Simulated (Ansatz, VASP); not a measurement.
PbSe: VASP beside Ansatz

```xyz
2
Lattice="0.0000 3.0900 3.0900 3.0900 0.0000 3.0900 3.0900 3.0900 0.0000" Properties=species:S:1:pos:R:3 pbc="T T T"
Pb    3.0900    3.0900    3.0900
Se    0.0000    0.0000    0.0000
```

Alike in both runs: task single point; functional r2SCAN; dispersion rVV10; k mesh 6 × 6 × 6; occupations gaussian, width 0.05 eV; no spin polarisation.

|  | VASP | Ansatz |
| --- | --- | --- |
| version | VASP 6.6.1 | Ansatz 0.2.0 |
| potentials or method | VASP PAW PBE potentials, release 64 (Pb_d, Se) | scalar-relativistic, plane waves, PAW |
| plane-wave cutoff (eV) | 520 | 500 |
| valence electrons in the cell | 20 | 30 |

|  | VASP | Ansatz | Ansatz less VASP |
| --- | --- | --- | --- |
| gap on the k mesh at the Fermi level (eV) | 0.63 | 0.63 | -0.005 |
| least direct gap on the mesh (eV) | 0.63 | 0.63 | -0.005 |
| pressure (GPa) | -0.9 | -1.0 | -0.17 |

The two sets of potentials don't hold the same shells in valence.

Caveats: the PAW data sets were made with another functional, which shifts forces and pressure a little (VASP); spin-orbit coupling is left out, which as a rule narrows the gap of such compounds by several tenths of an eV. A k mesh can miss the band edges.
